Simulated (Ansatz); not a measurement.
Convergence test, Al2Cu

Method: DFT r2SCAN, scalar-relativistic, plane waves, PAW (Ansatz).

```
Al Cu
1.0
     4.08670    0.00135   -0.01002
     0.00135    4.10256    0.01784
    -0.00706    0.01256    2.90854
Al Cu
2 1
Direct
  0.46876 0.01180 0.47665
  0.02139 0.50743 0.42700
  0.02514 0.03529 0.01816
```

The Γ-centred k-mesh is 8×8×10. The occupation rule is Gaussian smearing, 0.1 eV. The spin treatment is unpolarised and the valence charge of the PAW sets is Al 3, Cu 19.

The atoms stay fixed while the plane-wave cutoff is varied. ΔE is the energy extrapolated to zero smearing, less that of the reference run (600 eV). The cell was strained and its atoms displaced at random, so that forces don't vanish. Pressure is positive in compression and holds a correction for the finite cutoff (Pulay stress).

Times are rough; the reference took 45 s on 1 thread of Intel(R) Xeon(R) Platinum 8375C CPU @ 2.90GHz (Ice Lake), on a shared host, peak memory 0.83 GiB.

```csv
cutoff (eV),ΔE (meV/atom),P (GPa),largest change of a force component (eV/Å),plane waves at Γ,wall time (s)
200,?,?,?,?,?
250,897,3.73,0.113,449,14
300,111,2.64,0.025,557,17
350,10.1,2.30,0.005,727,21
500,?,?,?,?,?
600,0.00,2.27,0.000,1605,45
```

Fill in the withheld rows.

The withheld rows:

```tsv
cutoff (eV)	ΔE (meV/atom)	P (GPa)	largest change of a force component (eV/Å)	plane waves at Γ	wall time (s)
200	5419	4.49	0.355	323	11
500	0.38	2.27	0.000	1243	34
```